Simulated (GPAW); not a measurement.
# The basis that the transmission of a K chain with a Li atom bridging one bond needs, part 2 of 2

Wanted: the zero-bias transmission of a K chain with a Li atom bridging one bond on a ladder of levels, with run times.

GPAW 26.7.0; GPAW LCAO, PAW setups; Landauer transmission from Green's functions with principal layers (ASE), zero bias.

So far, transmission at the Fermi level (one spin): step 2 (GPAW, dzp, PBE, GPAW) 0.831; step 3 (basis szp(dzp), PBE, GPAW) 0.817; step 4 (basis sz(dzp), PBE, GPAW) 0.737; step 5 (RPBE) 0.805.

### Step 8. Density threshold 0.01

The Hamiltonian is taken from the last density. The density threshold is one of the tests that end the cycle; the energy must settle too, so a loose value may not be the test that decides.

This step: GPAW LCAO, PAW setups; Landauer transmission from Green's functions with principal layers (ASE), zero bias (GPAW 26.7.0).

File run.py:

```python
import json
import numpy as np
from ase import Atoms
from ase.transport.calculators import TransportCalculator
from gpaw import GPAW, FermiDirac
from gpaw.lcao.tools import get_lcao_hamiltonian
from scipy.linalg import eigh

# The junction with lead layers at both ends, along the third cell vector
device = Atoms(
    ['K', 'K', 'K', 'K', 'K', 'Li', 'K', 'K', 'K', 'K', 'K'],
    positions=[
        [4.50000, 4.50000, 2.05000],
        [4.50000, 4.50000, 6.15000],
        [4.50000, 4.50000, 10.25000],
        [4.50000, 4.50000, 14.35000],
        [4.50000, 4.50000, 18.45000],
        [7.27521, 4.50000, 20.60000],
        [4.50000, 4.50000, 22.75000],
        [4.50000, 4.50000, 26.85000],
        [4.50000, 4.50000, 30.95000],
        [4.50000, 4.50000, 35.05000],
        [4.50000, 4.50000, 39.15000]],
    cell=[[9.0, 0.0, 0.0], [0.0, 9.0, 0.0], [0.0, 0.0, 41.2]],
    pbc=True)

# One principal layer of the lead: the first 3 atoms of the device
lead = Atoms(
    ['K', 'K', 'K'],
    positions=[
        [4.50000, 4.50000, 2.05000],
        [4.50000, 4.50000, 6.15000],
        [4.50000, 4.50000, 10.25000]],
    cell=[[9.0, 0.0, 0.0], [0.0, 9.0, 0.0], [0.0, 0.0, 12.3]],
    pbc=True)

settings = dict(mode='lcao', basis='dzp', xc='PBE', h=0.2,
                occupations=FermiDirac(0.1), maxiter=250,
                mixer=dict(beta=0.1, nmaxold=8, weight=100.0),
                convergence=dict(density=0.01))
energies = np.arange(-2, 2 + 1e-9, 0.05)
eta = 0.0001
n1, n2 = 1, 1
# k and -k transmit alike, so half of the mesh across the current serves
mesh = [(i, j) for i in range(n1) for j in range(n2) if (i, j) <= (-i % n1, -j % n2)]
weights = np.array([1 if (i, j) == (-i % n1, -j % n2) else 2 for i, j in mesh]) / (n1 * n2)

# [... helper functions left out ...]
fermi_lead = ground_state(lead, (1, 1, 9), 'lead.txt')
fermi_device = ground_state(device, (1, 1, 2), 'device.txt')
# [... loop over the mesh left out, but for ...]
        # Shift the lead onto the potential of the device's first layer
        shift = ((H[:, 0, 0] - H0[:, 0, 0]) / S0[0, 0]).real.mean()
# [...]
kT = 8.617333e-5 * 77
bias = [0.1, 0.2, 0.5, 1.0, 1.5, 2.0]
# [... integrals and printing left out ...]
```

Run with:

```
> OMP_NUM_THREADS=1 OPENBLAS_NUM_THREADS=1 python run.py
```

What it wrote:

```text
basis functions: device 195, principal layer 57
Fermi level: lead -1.7184 eV, device -1.6358 eV; lead shifted by -0.0220 eV
largest coupling past the next layer 3.36e-07 eV, largest misfit of the first layer 0.025 eV
  E-E_F (eV)   T (one spin)  [channel counts left out]
    -2.000    4.3770e-11
    -1.950    4.3464e-11
    -1.900    4.3149e-11
    -1.850    4.2825e-11
    -1.800    4.2488e-11
    -1.750    4.2137e-11
    -1.700    4.1766e-11
    -1.650    4.1369e-11
    -1.600    4.0934e-11
    -1.550    4.0442e-11
    -1.500    3.9857e-11
    -1.450    3.9104e-11
    -1.400    3.8006e-11
    -1.350    3.6029e-11
    -1.300    3.0495e-11
    -1.250    3.0067e-10
[...]
1.650    5.9001e-01
     1.700    8.0194e-01
     1.750    8.8683e-01
     1.800    8.8813e-01
     1.850    8.9323e-01
     1.900    1.1461e+00
     1.950    1.7264e+00
     2.000    2.0567e+00
conductance at 77 K: 0.83273 G0 a cell; thermopower 0.2957 uV/K
current from the zero-bias T(E) at 0.1 V: 6.4483 uA
current from the zero-bias T(E) at 0.2 V: 12.877 uA
current from the zero-bias T(E) at 0.5 V: 31.805 uA
current from the zero-bias T(E) at 1.0 V: 59.656 uA
current from the zero-bias T(E) at 1.5 V: 69.424 uA
current from the zero-bias T(E) at 2.0 V: 73.653 uA
```

It took 45 s on 1 thread of Arm Neoverse V2, shared host; peak memory 1.4 GiB.

The run finished with changed settings (conv = 0.01); it serves as a test.

The two runs compared:

```tsv
quantity	this run	sound run	difference
conductance (G₀)	0.83273	0.83065	0.00209
largest coupling past the next principal layer (eV)	3.359e-7	3.359e-7	5.7e-12
largest misfit of the first principal layer (eV)	0.025317	0.020851	0.00447
shift that aligns the lead (eV)	-0.022012	-0.0027105	-0.0193
transmission at the Fermi level (one spin)	0.83297	0.83093	0.00204
```

### Step 9. Grid spacing 0.25, temperature 30, broadening 1e-06

The real-space grid carries density and potential; a coarse one breaks translation symmetry along the lead and scatters electrons that should pass. Temperature enters only through the Fermi window. The broadening keeps the Green's functions finite; too large a value absorbs electrons where channels are open and leaks them where none are.

Edit run.py of step 8 so:

```diff
@@ -36,8 +36,8 @@
 
-settings = dict(mode='lcao', basis='dzp', xc='PBE', h=0.2,
+settings = dict(mode='lcao', basis='dzp', xc='PBE', h=0.25,
                 occupations=FermiDirac(0.1), maxiter=250,
                 mixer=dict(beta=0.1, nmaxold=8, weight=100.0),
-                convergence=dict(density=0.01))
+                convergence=dict(density=0.0001))
 energies = np.arange(-2, 2 + 1e-9, 0.05)
-eta = 0.0001
+eta = 1e-06
 n1, n2 = 1, 1
@@ -54,3 +54,3 @@
 # [...]
-kT = 8.617333e-5 * 77
+kT = 8.617333e-5 * 30
 bias = [0.1, 0.2, 0.5, 1.0, 1.5, 2.0]
```

What it wrote:

```text
basis functions: device 195, principal layer 57
Fermi level: lead -1.7164 eV, device -1.6337 eV; lead shifted by -0.0025 eV
largest coupling past the next layer 3.36e-07 eV, largest misfit of the first layer 0.021 eV
  E-E_F (eV)   T (one spin)  [channel counts left out]
    -2.000    5.0389e-15
    -1.950    5.0061e-15
    -1.900    4.9722e-15
    -1.850    4.9372e-15
    -1.800    4.9008e-15
    -1.750    4.8625e-15
    -1.700    4.8219e-15
    -1.650    4.7780e-15
    -1.600    4.7293e-15
    -1.550    4.6734e-15
    -1.500    4.6053e-15
    -1.450    4.5149e-15
    -1.400    4.3772e-15
    -1.350    4.1112e-15
    -1.300    3.2436e-15
    -1.250    1.1048e-14
[...]
1.650    8.2857e-01
     1.700    9.6716e-01
     1.750    9.6560e-01
     1.800    9.1456e-01
     1.850    8.9471e-01
     1.900    1.1170e+00
     1.950    1.6575e+00
     2.000    1.9498e+00
conductance at 30 K: 0.83289 G0 a cell; thermopower 0.09168 uV/K
current from the zero-bias T(E) at 0.1 V: 6.4481 uA
current from the zero-bias T(E) at 0.2 V: 12.872 uA
current from the zero-bias T(E) at 0.5 V: 31.742 uA
current from the zero-bias T(E) at 1.0 V: 59.917 uA
current from the zero-bias T(E) at 1.5 V: 70.72 uA
current from the zero-bias T(E) at 2.0 V: 75.296 uA
```

The job ended after 41 s (1 thread; peak memory 0.82 GiB).

The run finished with changed settings (h = 0.25, temperature = 30 and eta = 1e-06); it serves as a test.

Side by side:

```tsv
quantity	this run	sound run	difference
conductance (G₀)	0.83289	0.83065	0.00225
largest coupling past the next principal layer (eV)	3.360e-7	3.359e-7	1.3e-10
largest misfit of the first principal layer (eV)	0.021000	0.020851	1.5e-4
shift that aligns the lead (eV)	-0.0024806	-0.0027105	2.3e-4
transmission at the Fermi level (one spin)	0.83300	0.83093	0.00207
```

### Step 10. Summary of results

| Quantity | Value |
| --- | --- |
| conductance | 0.831 G₀ |
| transmission at the Fermi level, mean of the spins | 0.831 |
| thermopower | about 0 (under 1.5 μV/K) |

**Reading.** In the dzp basis the junction conducts 0.831 G₀ at 77 K, with T = 0.831 a spin at the Fermi level; the szp basis reaches that conductance within 10 %. At the Fermi level one eigenchannel carries the current (0.83). Measured against the first run (dzp), the nearest curve is that of dzp-RPBE (r.m.s. 0.087) and the farthest that of sz (0.22). Over the compared runs wall time goes from 38 s (sz) to 68 s (dzp-RPBE), on a shared host. The geometry was built from estimated bond lengths and not relaxed, so the numbers describe this model structure. The run had no spin polarisation, so a magnetic state, which chains and small molecules with open shells often have, wasn't tested. An evenly spaced straight chain is an idealisation: free chains tend to dimerise, zigzag or, where a band edge lies near the Fermi level, turn magnetic. The currents use the zero-bias T(E) throughout, which holds only while the bias is small against the distance to the nearest feature. The energy step is wider than the thermal energy, so the conductance and thermopower rest on interpolation of T(E).

[Logs are printed without paths, hosts, clocks, repeated set-up lines and the standing remarks that a program may print on its own settings, such as how far it seeks lower states.]

[Hosts, paths, dates, database ids (printed as entryN), source tags and the programs' standing remarks are cut or masked in the printed files.]
